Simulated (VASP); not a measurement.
Crystal: GaSe.

```
Ga Se
1.0
     3.77097    0.00000    0.00000
    -1.88549    3.26576    0.00000
     0.00000    0.00000   15.96669
Ga Se
4 4
Direct
  0.33333 0.66667 0.17346
  0.66667 0.33333 0.67346
  0.33333 0.66667 0.32654
  0.66667 0.33333 0.82654
  0.33333 0.66667 0.59951
  0.66667 0.33333 0.09951
  0.33333 0.66667 0.90049
  0.66667 0.33333 0.40049
```

Base run:

| Quantity | Value |
| --- | --- |
| Program | VASP 6.6.1 |
| Functional | PBE |
| Potentials or basis | VASP PAW PBE potentials, release 64 (Ga_d, Se) |
| Cutoff | 520 eV |
| k mesh | 6 × 6 × 1 |
| Occupations | gaussian, width 0.03 eV |
| Spin | no spin polarisation |

Its results: band gap on the k mesh 0.85 eV, direct; pressure 2.1 GPa; largest force 0.028 eV/Å.

Task: The run is repeated on the same cell with these changes: functional from PBE to PBE0. What comes out?

Result: Band gap on the k mesh 2.41 eV, direct; pressure -0.2 GPa; largest force 0.350 eV/Å.

PBE0 gives the wider gap, since exact exchange removes part of the self-interaction.

Caveats: this functional lacks dispersion, which binds the layers, so the pressure and a relaxed spacing across them are unreliable; the PAW data sets were made with another functional, which shifts forces and pressure a little (some runs).
